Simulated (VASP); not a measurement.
Here is a VASP 6.6.1 calculation.

The input INCAR:

```
SYSTEM = Mg
ALGO     = Normal         ! electronic algorithm
EDIFF    = 1E-7           ! SCF threshold, eV
ENCUT    = 520            ! plane-wave cutoff, eV
GGA      = PE             ! functional
ISIF     = 2              ! what is computed and relaxed
ISMEAR   = 0              ! smearing method
LASPH    = .TRUE.         ! aspherical terms in the spheres
LCHARG   = .FALSE.        ! write CHGCAR
LREAL    = .FALSE.        ! projectors in reciprocal space
LWAVE    = .FALSE.        ! write WAVECAR
NBANDS   = 10             ! bands
NELM     = 60             ! most SCF steps
PREC     = Accurate       ! precision mode
SIGMA    = 0.1            ! smearing width, eV
```

KPOINTS

```
k-points
0
G
  6 6 6
  0 0 0
```

Contents of POSCAR:

```
Mg
1.0
    1.5926943142      0.9195424911      7.6998773267
   -1.5926943142      0.9195424911      7.6998773267
    0.0000000000     -1.8390849821      7.6998773267
Mg
3
Direct
    0.0000000000      0.0000000000      0.0000000000
    0.2219355900      0.2219355900      0.2219355900
    0.7780644100      0.7780644100      0.7780644100
```

Potentials or basis: VASP PAW PBE potentials, release 64 (Mg).

Command:

```sh
$ cat potpaw_PBE.64/Mg/POTCAR > POTCAR
$ mpirun -np 1 vasp_std > vasp.out
```

Question: What does it give for the band gap on the k mesh?

Answer: None (metal or under the smearing width).

Question: What does it give for the largest force?

Answer: 0.007 eV/Å.

Question: Estimate the pressure.

Answer: 0.6 GPa.

Stress tensor (GPa, compression positive):
```
0.52 0.00 0.00
0.00 0.52 0.00
0.00 0.00 0.83
```

Caveat: the k mesh is coarse (spacing up to 0.38 Å⁻¹), so the values aren't converged.
